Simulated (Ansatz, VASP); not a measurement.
**Two plane-wave programs on MgS**

Contents of INCAR:

```
PREC     = Accurate       # precision mode
ENCUT    = 600            # plane-wave cutoff, eV
EDIFF    = 1E-6           # SCF threshold, eV
ISMEAR   = -1             # smearing method
SIGMA    = 0.05           # smearing width, eV
LREAL    = F              # projectors in reciprocal space
LASPH    = T              # aspherical terms in the spheres
NELM     = 80             # most SCF steps
ALGO     = Normal         # electronic algorithm
ISIF     = 3              # what is computed and relaxed
LWAVE    = F              # write WAVECAR
LCHARG   = F              # write CHGCAR
GGA      = PE             # functional
IBRION   = 2              # ionic algorithm
NSW      = 60             # ionic steps
EDIFFG   = -0.02          # ionic threshold
```

KPOINTS

```
Automatic mesh
0
Gamma
  6 6 3
```

The input POSCAR:

```
MgS
1.0
    4.0346224068      0.0000000000      0.0000000000
   -2.0173112034      3.4940854990      0.0000000000
    0.0000000000      0.0000000000      6.4322941800
S Mg
2 2
Direct
    0.6666666667      0.3333333333      0.8792441500
    0.3333333333      0.6666666667      0.3792441500
    0.3333333333      0.6666666667      0.9957548500
    0.6666666667      0.3333333333      0.4957548500
```

Contents of input.yaml:

```yaml
crystal:
  lattice:
    - [4.0346224068, 0.0, 0.0]
    - [-2.0173112034, 3.494085499, 0.0]
    - [0.0, 0.0, 6.43229418]
  atoms:
    - { symbol: S, position: [0.6666666667, 0.3333333333, 0.87924415] }
    - { symbol: S, position: [0.3333333333, 0.6666666667, 0.37924415] }
    - { symbol: Mg, position: [0.3333333333, 0.6666666667, 0.99575485] }
    - { symbol: Mg, position: [0.6666666667, 0.3333333333, 0.49575485] }
hamiltonian:
  xc: pbe
  pseudopotentials: { kind: paw }
kpoints:
  mp_grid: { grid: [6, 6, 3] }
scf:
  occupations: { method: fermi_dirac, width: 0.05 }
output:
  forces: true
  stress: true
  eigenvalues: true
  write_density: true
  write_potential: true
  elf: true
  volumetric_format: npy
relax:
  f_tol: 0.01
  max_steps: 40
  cell: { stress_tol: 0.05 }
```

The cell comes from a database or a generator and needn't be the stable form of this composition.

Alike in both runs: task relaxation of cell and atoms; functional PBE; k mesh 6 × 6 × 3; occupations fermi-dirac, width 0.05 eV; no spin polarisation.

|  | VASP | Ansatz |
| --- | --- | --- |
| version | VASP 6.6.1 | Ansatz 0.2.0 |
| potentials or method | VASP PAW PBE potentials, release 64 (S, Mg) | Ansatz PAW |
| plane-wave cutoff (eV) | 600 | 420 |
| valence electrons in the cell | 16 | 32 |

|  | VASP | Ansatz | Ansatz less VASP |
| --- | --- | --- | --- |
| gap on the k mesh at the Fermi level, each at its own relaxed structure (eV) | 3.36 | 3.37 | +0.012 |
| relaxed volume (Å³/atom) | 23.04 | 23.10 | +0.068 |
| relaxed cell length with the largest relative difference (Å) | 6.463 | 6.488 | +0.0248 |
| energy change over the relaxation (meV/atom) | -1 | -2 | -0.4 |

The two sets of potentials don't hold the same shells in valence.

Caveats: odd divisions of the mesh miss points on the zone boundary, where band edges often lie, so the gap on the mesh can be too wide (Ansatz); the plane-wave basis is chosen anew once the cell has moved, so the energies of steps on either side of that aren't comparable (Ansatz). Expect the measured gap to be larger: semilocal functionals such as PBE lack the derivative discontinuity.
